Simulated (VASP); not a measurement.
A run of VASP 6.6.1:

INCAR

```
ALGO = Fast
ANDERSEN_PROB = 0.0
EDIFF = 1E-5
ENCUT = 520
GGA = PE
IBRION = 0
ISIF = 2
ISMEAR = 0
ISYM = 0
LASPH = True
LCHARG = True
LREAL = Auto
LWAVE = False
MDALGO = 1
NBANDS = 46
NELM = 100
NELMIN = 4
NSW = 40
POTIM = 1.0
PREC = Accurate
RANDOM_SEED = 367167 0 0
SIGMA = 0.1
TEBEG = 900.0
TEEND = 900.0
```

Contents of KPOINTS:

```
k-points
0
Gamma
  3 2 3
```

Contents of POSCAR:

```
SiC
1.0
    5.5030100000      0.6238840000      0.4399500000
    0.0570240000      7.1005070000     -0.7557740000
   -0.3224200000      0.5884510000      5.4389490000
Si C
8 8
Direct
    0.2790700000      0.2448930000      0.3862980000
    0.5252800000      0.7425920000      0.0001780000
    0.3271560000      0.9204100000      0.6211820000
    0.8117120000      0.8340520000      0.4327930000
    0.7200430000      0.1924890000      0.5592930000
    0.8967670000      0.9319220000      0.9000220000
    0.9990060000      0.5131930000      0.6232080000
    0.3051920000      0.4347830000      0.9758650000
    0.2980000000      0.6143040000      0.3448370000
    0.1786130000      0.8916630000      0.2205820000
    0.3648590000      0.0832490000      0.0061260000
    0.0864800000      0.2006210000      0.7742570000
    0.9331310000      0.6293990000      0.0945650000
    0.5705370000      0.5877040000      0.6118330000
    0.6773910000      0.2325300000      0.9922510000
    0.6502950000      0.4686980000      0.2345630000
```

Potentials or basis: VASP PAW PBE potentials, release 64 (Si, C).

Run with:

```sh
$ cat potpaw_PBE.64/Si/POTCAR potpaw_PBE.64/C/POTCAR > POTCAR
$ mpirun -np 1 vasp_std > vasp.out
```

Hardware: 1 thread of Intel(R) Xeon(R) Platinum 8488C (Sapphire Rapids), on a shared host.

Question: Estimate the wall time of this run.

Answer: It took 27 min on 1 thread of Intel(R) Xeon(R) Platinum 8488C (Sapphire Rapids), with other jobs on the host, peak memory 0.42 GiB. Counts: scf iterations 227, k points 10, ion steps 40.
